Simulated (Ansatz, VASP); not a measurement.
# Two plane-wave programs on Na

INCAR

```
PREC = Accurate ; ENCUT = 520
EDIFF = 1E-7 ; ISMEAR = -1
SIGMA = 0.05 ; LREAL = False
LASPH = True ; NELM = 60
ALGO = Normal ; ISIF = 2
LWAVE = False ; LCHARG = True
GGA = PS ; LELF = True
LVHAR = True ; NBANDS = 14
```

File KPOINTS:

```
Automatic mesh
0
Gamma
  8 8 5
```

POSCAR

```
Na
1.0
    3.7919477469      0.0000000000      0.0000000000
   -1.8959738735      3.2839230787      0.0000000000
    0.0000000000      0.0000000000      6.1947561546
Na
2
Direct
    0.6666666667      0.3333333333      0.7500000000
    0.3333333333      0.6666666667      0.2500000000
```

input.yaml

```yaml
crystal:
  lattice:
    - [3.7919477469, 0.0, 0.0]
    - [-1.8959738735, 3.2839230787, 0.0]
    - [0.0, 0.0, 6.1947561546]
  atoms:
    - { symbol: Na, position: [0.6666666667, 0.3333333333, 0.75] }
    - { symbol: Na, position: [0.3333333333, 0.6666666667, 0.25] }
hamiltonian:
  xc: pbesol
  pseudopotentials: { kind: paw }
kpoints:
  mp_grid: { grid: [8, 8, 5] }
scf:
  occupations: { method: fermi_dirac, width: 0.05 }
output:
  forces: true
  stress: true
  eigenvalues: true
```

This isn't the form of Na at room conditions, which is bcc.

Alike in both runs: task single point; functional PBEsol; k mesh 8 × 8 × 5; occupations fermi-dirac, width 0.05 eV; no spin polarisation.

|  | VASP | Ansatz |
| --- | --- | --- |
| version | VASP 6.6.1 | Ansatz 0.2.0 |
| potentials or method | VASP PAW PBE potentials, release 64 (Na_pv) | Ansatz PAW |
| plane-wave cutoff (eV) | 520 | 420 |
| valence electrons in the cell | 14 | 18 |

```csv
,VASP,Ansatz,Ansatz less VASP
gap on the k mesh at the Fermi level (eV),none,none,-
pressure (GPa),-0.4,-0.4,+0.01
largest component of the traceless stress (GPa),0.15,0.15,+0.001
```

A gap of «none» marks a metal or a gap that the smearing closes. With one functional, cell and mesh, what is left measures potentials, basis and numerics. The two sets of potentials don't hold the same shells in valence.

Caveats: the PAW data sets were made with another functional, which shifts forces and pressure a little (VASP); the PAW data sets come from PBE, with cores solved anew for the run's functional, which leaves a small shift of forces and pressure (Ansatz).
